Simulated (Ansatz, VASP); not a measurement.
One calculation of MgS, two programs

File INCAR:

```
SYSTEM = MgS
  PREC = Accurate
  ENCUT = 520
  EDIFF = 1E-6
  ISMEAR = 0
  SIGMA = 0.05
  LREAL = .FALSE.
  LASPH = .TRUE.
  NELM = 100
  ALGO = Normal
  ISIF = 2
  LWAVE = .FALSE.
  LCHARG = .FALSE.
  NBANDS = 11
```

The input KPOINTS:

```
Automatic mesh
0
G
  8 8 8
  0 0 0
```

Contents of POSCAR:

```
MgS
1.0
    0.1239490020      2.8331200468      2.8331200468
    2.8331200468      0.1239490020      2.8331200468
    2.9570690488      2.9570690488      0.0000000000
Mg S
1 1
Direct
    0.0000000000      0.0000000000      0.0000000000
    0.7500000000      0.7500000000      0.7500000000
```

Input for Ansatz:

```yaml
crystal:
  lattice:
    - [0.123949002, 2.8331200468, 2.8331200468]
    - [2.8331200468, 0.123949002, 2.8331200468]
    - [2.9570690488, 2.9570690488, 0.0]
  atoms:
    - { symbol: Mg, position: [0.0, 0.0, 0.0] }
    - { symbol: S, position: [0.75, 0.75, 0.75] }
basis:
  ecutwfc: 420
kpoints:
  mp_grid: { grid: [8, 8, 8] }
hamiltonian:
  xc: lda
scf:
  occupations: { method: gaussian, width: 0.05 }
output:
  forces: true
  stress: true
  eigenvalues: true
```

Change from the starting cell: strain +0.0875 x Voigt [0, 0, 0, 0, 0, 1], atoms carried along.

Alike in both runs: task single point; functional LDA; k mesh 8 × 8 × 8; occupations gaussian, width 0.05 eV; no spin polarisation.

|  | VASP | Ansatz |
| --- | --- | --- |
| version | VASP 6.6.1 | Ansatz 0.2.0 |
| potentials or method | VASP PAW LDA potentials, release 64 (Mg, S) | scalar-relativistic, plane waves, PAW |
| plane-wave cutoff (eV) | 520 | 420 |
| valence electrons in the cell | 8 | 16 |

Ansatz gave:

```
gap on the k mesh at the Fermi level (eV)       : 2.96
least direct gap on the mesh (eV)               : 2.96
pressure (GPa)                                  : -1.6
largest component of the traceless stress (GPa) : 4.36
rms of the force components (eV/Å)              : 0.281
```

Which values does VASP return?

gap on the k mesh at the Fermi level (eV): 2.97; least direct gap on the mesh (eV): 2.97; pressure (GPa): -2.0; largest component of the traceless stress (GPa): 4.38; rms of the force components (eV/Å): 0.284.

Atom by atom the forces differ by 0.003 eV/Å (rms over components). The two sets of potentials don't hold the same shells in valence.

A k mesh can miss the band edges.
